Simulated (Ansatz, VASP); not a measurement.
# One calculation of NaCl, two programs

```
Na Cl
1.0
    -0.01563    3.12573    3.12573
     3.12573   -0.01563    3.12573
     3.11010    3.11010    0.00000
Na Cl
1 1
Direct
  0.25000 0.25000 0.25000
  0.50000 0.50000 0.50000
```

Change from the starting cell: strain = -0.01.

Alike in both runs: task relaxation of the atoms; functional PBE; k mesh 7 × 7 × 7; occupations fermi-dirac, width 0.05 eV; no spin polarisation.

|  | VASP | Ansatz |
| --- | --- | --- |
| version | VASP 6.6.1 | Ansatz 0.2.0 |
| potentials or method | VASP PAW PBE potentials, release 64 (Na_pv, Cl) | Ansatz PAW |
| plane-wave cutoff (eV) | 520 | 420 |
| valence electrons in the cell | 14 | 16 |

```tsv
	VASP	Ansatz	Ansatz less VASP
gap on the k mesh at the Fermi level, each at its own relaxed structure (eV)	4.84	4.84	-0.001
```

The two sets of potentials don't hold the same shells in valence.

Caveats: an odd mesh through Γ misses points on the zone boundary, where band edges often lie (VASP); odd divisions of the mesh miss points on the zone boundary, where band edges often lie, so the gap on the mesh can be too wide (Ansatz).
